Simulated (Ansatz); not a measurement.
A (111) slab of HfC (Fm-3m (No. 225)), 10 planes, outer planes C (top) and Hf (bottom), with 10 atoms (Hf5C5) in a surface cell of A = 9.192 Å², as cut from the bulk:

```yaml
crystal:
  lattice:
    - [3.25787, 0.00000, 0.00000]
    - [-1.62893, 2.82140, 0.00000]
    - [0.00000, 0.00000, 26.97017]
  atoms:
    - { symbol: Hf, position: [0.33333, 0.66667, 0.27809] }
    - { symbol: C, position: [0.66667, 0.33333, 0.32740] }
    - { symbol: Hf, position: [0.00000, 0.00000, 0.37671] }
    - { symbol: C, position: [0.33333, 0.66667, 0.42603] }
    - { symbol: Hf, position: [0.66667, 0.33333, 0.47534] }
    - { symbol: C, position: [0.00000, 0.00000, 0.52466] }
    - { symbol: Hf, position: [0.33333, 0.66667, 0.57397] }
    - { symbol: C, position: [0.66667, 0.33333, 0.62329] }
    - { symbol: Hf, position: [0.00000, 0.00000, 0.67260] }
    - { symbol: C, position: [0.33333, 0.66667, 0.72191] }
```

Theory: Ansatz 0.2.0, DFT PBEsol, scalar-relativistic, plane waves, PAW. Cutoff 420 eV; k points 12×12×1 on the computed 10-atom cell (Γ-centred); Gaussian smearing, width 0.10 eV; no spin polarisation. A dipole correction removes the field between periodic images along c.

Against the same 10 atoms in the bulk, the slab as cut lies 6.743 eV higher and the relaxed slab 6.447 eV higher.

Question: Work out the surface energy before and after relaxation.

Answer: The slab has two faces, so γ = (E_slab − N·E_bulk)/(2A), the mean of both. As cut: 6.743/(2 × 9.192) = 0.3668 eV/Å², and 1 eV/Å² = 16.02 J/m², so γ = 5.88 J/m². Relaxed: 6.447/(2 × 9.192) = 0.3507 eV/Å² = 5.62 J/m². Relaxation recovers 4 % of the cost of cutting.

Question: What is the ideal work of this cut, per area?

Answer: Griffith's ideal work is 2γ: 11.75 J/m² if the new faces stay rigid, 11.24 J/m² if they relax. One thickness was run, 10 planes, so γ can still shift with it.